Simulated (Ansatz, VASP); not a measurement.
**NaH: VASP beside Ansatz**

Contents of INCAR:

```
PREC = Accurate
ENCUT = 520
EDIFF = 1E-6
ISMEAR = -1
SIGMA = 0.03
LREAL = False
LASPH = True
NELM = 60
ALGO = Normal
ISIF = 2
LWAVE = False
LCHARG = False
NBANDS = 11
```

Contents of KPOINTS:

```
regular mesh
0
Gamma
  8 8 8
```

File POSCAR:

```
NaH
1.0
    0.0000000000      2.3864216652      2.3864216652
    2.3864216652      0.0000000000      2.3864216652
    2.3864216652      2.3864216652      0.0000000000
Na H
1 1
Direct
    0.0000000000      0.0000000000      0.0000000000
    0.5000000000      0.5000000000      0.5000000000
```

Input for Ansatz:

```yaml
crystal:
  lattice:
    - [0.0, 2.3864216652, 2.3864216652]
    - [2.3864216652, 0.0, 2.3864216652]
    - [2.3864216652, 2.3864216652, 0.0]
  atoms:
    - { symbol: Na, position: [0.0, 0.0, 0.0] }
    - { symbol: H, position: [0.5, 0.5, 0.5] }
kpoints:
  mp_grid: { grid: [8, 8, 8] }
scf:
  occupations: { method: fermi_dirac, width: 0.03 }
hamiltonian:
  xc: lda
  pseudopotentials: { kind: all_electron, lapw: { basis_error: 0.001 } }
output:
  forces: true
  stress: true
  eigenvalues: true
  populations: true
```

The cell is a database's computed one.

Alike in both runs: task single point; functional LDA; k mesh 8 × 8 × 8; occupations fermi-dirac, width 0.03 eV; no spin polarisation.

|  | VASP | Ansatz |
| --- | --- | --- |
| version | VASP 6.6.1 | Ansatz 0.2.0 |
| potentials or method | VASP PAW LDA potentials, release 64 (Na_pv, H) | all-electron LAPW, scalar-relativistic |
| plane-wave cutoff (eV) | 520 | see its input |

Ansatz gave:

```
gap on the k mesh at the Fermi level (eV) : 3.47
pressure (GPa)                            : -1.3
```

Q: Estimate VASP's values.

A: gap on the k mesh at the Fermi level (eV): 3.46; pressure (GPa): -1.4.

Ansatz ran all-electron here, so the differences hold the error of VASP's frozen core and of both bases.

A k mesh can miss the band edges. A hybrid or GW would open this gap; LDA tends to underestimate it.
